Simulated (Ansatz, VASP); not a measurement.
**Mg: VASP beside Ansatz**

INCAR

```
SYSTEM = Mg
PREC = Accurate
ENCUT = 520
EDIFF = 1E-6
ISMEAR = 0
SIGMA = 0.1
LREAL = .False.
LASPH = .True.
NELM = 100
ALGO = Normal
ISIF = 2
LWAVE = .False.
LCHARG = .False.
GGA = PE
NBANDS = 10
```

The input KPOINTS:

```
Automatic mesh
0
Gamma
  12 12 12
  0 0 0
```

POSCAR

```
Mg
1.0
    0.0000000000      3.4834979519      3.4834979519
    3.4834979519      0.0000000000      3.4834979519
    3.4834979519      3.4834979519      0.0000000000
Mg
3
Direct
    0.0000000000      0.0000000000      0.0000000000
    0.2500000000      0.2500000000      0.2500000000
    0.7500000000      0.7500000000      0.7500000000
```

Input for Ansatz:

```yaml
crystal:
  lattice:
    - [0.0, 3.4834979519, 3.4834979519]
    - [3.4834979519, 0.0, 3.4834979519]
    - [3.4834979519, 3.4834979519, 0.0]
  atoms:
    - { symbol: Mg, position: [0.0, 0.0, 0.0] }
    - { symbol: Mg, position: [0.25, 0.25, 0.25] }
    - { symbol: Mg, position: [0.75, 0.75, 0.75] }
basis:
  ecutrho_ratio: 4
kpoints:
  mp_grid: { grid: [12, 12, 12] }
hamiltonian:
  xc: pbe
scf:
  occupations: { method: gaussian, width: 0.1 }
output:
  forces: true
  eigenvalues: true
  stress: true
accuracy: high
```

The cell was built by a generator and needn't be a form met in nature.

Alike in both runs: task single point; functional PBE; k mesh 12 × 12 × 12; occupations gaussian, width 0.1 eV; no spin polarisation.

```csv
,VASP,Ansatz
version,VASP 6.6.1,Ansatz 0.2.0
potentials or method,"VASP PAW PBE potentials, release 64 (Mg)","scalar-relativistic, plane waves, PAW"
plane-wave cutoff (eV),520,420
valence electrons in the cell,6,30
```

|  | VASP | Ansatz | Ansatz less VASP |
| --- | --- | --- | --- |
| gap on the k mesh at the Fermi level (eV) | none | none | - |
| pressure (GPa) | -0.1 | 0.0 | +0.06 |

A gap of «none» marks a metal or a gap that the smearing closes. The two sets of potentials don't hold the same shells in valence.
